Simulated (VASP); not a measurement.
A run of VASP 6.6.1 is set up as follows.

Contents of INCAR:

```
AGGAC = 1.0
AGGAX = 1.0
ALDAC = 0.0
ALDAX = 1.0
ALGO = Normal
EDIFF = 1E-6
ENCUT = 520
GGA = B5
ISIF = 2
ISMEAR = -1
LASPH = True
LCHARG = False
LREAL = False
LWAVE = False
NBANDS = 8
NELM = 100
PREC = Accurate
SIGMA = 0.2
```

File KPOINTS:

```
k-points
0
Gamma
  12 12 12
```

File POSCAR:

```
Al
1.0
   -1.5912186900      1.5912186900      1.5912186900
    1.5912186900     -1.5912186900      1.5912186900
    1.5912186900      1.5912186900     -1.5912186900
Al
1
Direct
    0.0000000000      0.0000000000      0.0000000000
```

Potentials or basis: VASP PAW PBE potentials, release 64 (Al).

Command:

```sh
$ cat potpaw_PBE.64/Al/POTCAR > POTCAR
$ mpirun -np 1 vasp_std > vasp.out
```

(1) Predict the pressure.

(2) Estimate the band gap on the k mesh.

Answers

(1) 7.9 GPa.

(2) none (metal or under the smearing width).

Caveat: the PAW data sets were made with another functional, which shifts forces and pressure a little.
